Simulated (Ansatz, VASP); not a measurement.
Na in VASP and in Ansatz

INCAR

```
PREC = Accurate
ENCUT = 520
EDIFF = 1E-6
ISMEAR = 0
SIGMA = 0.15
LREAL = False
LASPH = True
NELM = 80
ALGO = Normal
ISIF = 2
LWAVE = False
LCHARG = True
GGA = PE
LELF = True
LVHAR = True
NBANDS = 10
```

The input KPOINTS:

```
regular mesh
0
Gamma
  16 16 16
```

Contents of POSCAR:

```
Na
1.0
   -2.0857375000      2.0857375000      2.1175000000
    2.0857375000     -2.0857375000      2.1175000000
    2.0857375000      2.0857375000     -2.1175000000
Na
1
Direct
    0.0000000000      0.0000000000      0.0000000000
```

Input for Ansatz:

```yaml
crystal:
  lattice:
    - [-2.0857375, 2.0857375, 2.1175]
    - [2.0857375, -2.0857375, 2.1175]
    - [2.0857375, 2.0857375, -2.1175]
  atoms:
    - { symbol: Na, position: [0.0, 0.0, 0.0] }
basis:
  ecutwfc: 420
kpoints:
  mp_grid: { grid: [16, 16, 16] }
hamiltonian:
  xc: pbe
scf:
  occupations: { method: gaussian, width: 0.15 }
output:
  forces: true
  stress: true
  eigenvalues: true
```

Change from the starting cell: strain -0.0150 x Voigt [1, 1, 0, 0, 0, 0], atoms carried along.

Alike in both runs: task single point; functional PBE; k mesh 16 × 16 × 16; occupations gaussian, width 0.15 eV; no spin polarisation.

|  | VASP | Ansatz |
| --- | --- | --- |
| version | VASP 6.6.1 | Ansatz 0.2.0 |
| potentials or method | VASP PAW PBE potentials, release 64 (Na_pv) | scalar-relativistic, plane waves, PAW |
| plane-wave cutoff (eV) | 520 | 420 |
| valence electrons in the cell | 7 | 9 |

```tsv
	VASP	Ansatz	Ansatz less VASP
gap on the k mesh at the Fermi level (eV)	none	none	-
pressure (GPa)	0.0	0.0	+0.03
```

A gap of «none» marks a metal or a gap that the smearing closes. The functional is the same, so the differences come from potentials, cutoffs and numerics. The two sets of potentials don't hold the same shells in valence.
